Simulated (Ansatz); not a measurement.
Here is an Ansatz 0.2.0 calculation.

input.yaml

```yaml
crystal:
  lattice:
    - [0.0, 2.702, 2.702]
    - [2.702, 0.0, 2.702]
    - [2.702, 2.702, 0.0]
  atoms:
    - { symbol: Zn, position: [0.75, 0.75, 0.75] }
    - { symbol: S, position: [0.0, 0.0, 0.0] }
kpoints:
  mp_grid: { grid: [9, 9, 9] }
scf:
  occupations: { method: fixed }
hamiltonian:
  xc: pbesol
  pseudopotentials: { kind: all_electron, datasets: crystal }
output: {}
dielectric: {}
```

Potentials or basis: all-electron PAW datasets made for the crystal.

The run is started by

```console
$ ansatz run input.yaml --threads 1 --pin off --max-ram 3072MiB --backend cpu --events-out ev --progress --plain --runs-dir out
```

Problem. What does it give for the electronic dielectric tensor (diagonal)?

Solution. 6.08.

Problem. Estimate the Born charges (mean of the diagonal).

Solution. Zn +1.98; S -1.98 e.

Problem. Estimate the band gap on the k mesh.

Solution. 1.98 eV, direct.

Born effective charge tensors (e):
atom 1, Zn
```
1.98 0.00 0.00
0.00 1.98 0.00
0.00 0.00 1.98
```
atom 2, S
```
-1.98  0.00  0.00
 0.00 -1.98  0.00
 0.00  0.00 -1.98
```

Caveat: the program warned that the printed levels may be off, so bands, gaps and densities of states are rough.

**Measured values to compare with.**

“Electronic, vibrational, and thermodynamic properties of ZnS (zincblende and rocksalt structure)”, 2009, arxiv:0911.5022 quotes, for a bulk crystal of ZnS at 19 K: band gap 3.85 eV (direct).

A printed reference work, monograph reports, for a bulk crystal of ZnS: high-frequency dielectric constant 5.14.

A measured gap of ZnS is 3.85 eV (direct; 19 K; quoted in “Electronic, vibrational, and thermodynamic properties of ZnS (zincblende and rocksalt structure)”, 2009, arxiv:0911.5022); the calculated 1.98 eV misses it by -1.87 eV. The value is that of PBEsol, without temperature or zero-point motion. Semilocal functionals fall short of measured gaps as a rule. Against the measured high-frequency dielectric constant of ZnS, 5.14 (a printed reference work, monograph), the calculated 6.08 is off by +18.4 %.
